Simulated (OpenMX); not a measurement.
SnSe:

```
Sn Se
1.0
     0.00000    3.01000    3.01000
     3.01000    0.00000    3.01000
     3.01000    3.01000    0.00000
Sn Se
1 1
Cartesian
  0.0000 0.0000 0.0000
  3.0100 3.0100 3.0100
```

Measurements of this composition are mostly on another form, of space group No. 62.

Base run:

```yaml
Program: OpenMX 3.8.5
Functional: PBE
Potentials_or_basis: OpenMX 2013 PBE set, Sn7.0-s3p2d2, Se7.0-s3p2d2, grid cutoff 500 Ry
k_mesh: 9 × 9 × 9
Occupations: fermi-dirac, width 0.05 eV
Spin: no spin polarisation
```

Its results: pressure 1.5 GPa.

Task: The run is repeated on the same cell with these changes: potentials or basis from OpenMX 2013 PBE set, Sn7.0-s3p2d2, Se7.0-s3p2d2, grid cutoff 500 Ry to OpenMX 2013 PBE set, Sn7.0-s3p2d1, Se7.0-s3p2d1, grid cutoff 500 Ry. What comes out?

Result: Pressure 0.5 GPa.

Caveats: the basis of atomic orbitals isn't converged, which shifts pressures, moduli and gaps.
